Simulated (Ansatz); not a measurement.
A run of Ansatz 0.2.0:

input.yaml

```yaml
crystal:
  lattice:
    - [0.0, 2.04275, 2.04275]
    - [2.04275, 0.0, 2.04275]
    - [2.04275, 2.04275, 0.0]
  atoms:
    - { symbol: Ag, position: [0.0, 0.0, 0.0] }
kpoints:
  mp_grid: { grid: [8, 8, 8] }
scf:
  occupations: { method: methfessel_paxton, width: 0.2 }
hamiltonian:
  xc: pbe
  dispersion: d4
  pseudopotentials: { kind: all_electron, lapw: { basis_error: 0.001 } }
  hubbard:
    sites: [{ species: Ag, l: d, u_eff: 7.5 }]
    double_counting: fll
    projectors: ortho-atomic
magnetization:
  noncollinear: true
  spin_orbit: true
output:
  forces: true
  stress: true
  hubbard: {}
relax:
  f_tol: 0.02
  max_steps: 60
  cell: {}
```

Potentials or basis: all-electron LAPW, relativistic spinors.

Run with:

```sh
$ ansatz run input.yaml --threads 1 --pin off --max-ram 3072MiB --backend cpu --events-out ev --progress --plain --runs-dir out
```

Hardware: 1 thread of Arm Neoverse V1 (shared host).

Question: How long does it take, and how much memory?

Answer: Run time: 86 s on 1 thread of Arm Neoverse V1, on a shared host, peak memory 0.38 GiB. Counts: scf iterations 19, plane waves 169, k points 29, bands 28, ion steps 5.
